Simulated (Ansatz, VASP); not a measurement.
## GaP in VASP and in Ansatz

INCAR

```
SYSTEM = GaP
  ALGO = Fast
  EDIFF = 1E-7
  ENCUT = 520
  GGA = PE
  ISIF = 2
  ISMEAR = 0
  LASPH = .True.
  LCHARG = .False.
  LREAL = .False.
  LWAVE = .False.
  NBANDS = 16
  NELM = 60
  PREC = Accurate
  SIGMA = 0.02
```

KPOINTS

```
k-points
0
Gamma
  8 8 8
  0 0 0
```

Contents of POSCAR:

```
GaP
1.0
    0.0000000000      2.6963468171      2.6963468171
    2.6963468171      0.0000000000      2.6963468171
    2.6963468171      2.6963468171      0.0000000000
Ga P
1 1
Direct
    0.0000000000      0.0000000000      0.0000000000
    0.2500000000      0.2500000000      0.2500000000
```

Input for Ansatz:

```yaml
crystal:
  lattice:
    - [0.0, 2.6963468171, 2.6963468171]
    - [2.6963468171, 0.0, 2.6963468171]
    - [2.6963468171, 2.6963468171, 0.0]
  atoms:
    - { symbol: Ga, position: [0.0, 0.0, 0.0] }
    - { symbol: P, position: [0.25, 0.25, 0.25] }
basis:
  ecutwfc: 420
kpoints:
  mp_grid: { grid: [8, 8, 8] }
hamiltonian:
  xc: pbe
scf:
  occupations: { method: gaussian, width: 0.02 }
output:
  forces: true
  stress: true
  eigenvalues: true
```

Alike in both runs: task single point; functional PBE; k mesh 8 × 8 × 8; occupations gaussian, width 0.02 eV; no spin polarisation.

```csv
,VASP,Ansatz
version,VASP 6.6.1,Ansatz 0.2.0
potentials or method,"VASP PAW PBE potentials, release 64 (Ga_d, P)","scalar-relativistic, plane waves, PAW"
plane-wave cutoff (eV),520,420
valence electrons in the cell,18,18
```

```csv
,VASP,Ansatz,Ansatz less VASP
gap on the k mesh at the Fermi level (eV),1.59,1.59,0.000
least direct gap on the mesh (eV),2.09,2.09,+0.001
pressure (GPa),5.5,5.5,+0.05
```

A k mesh can miss the band edges.
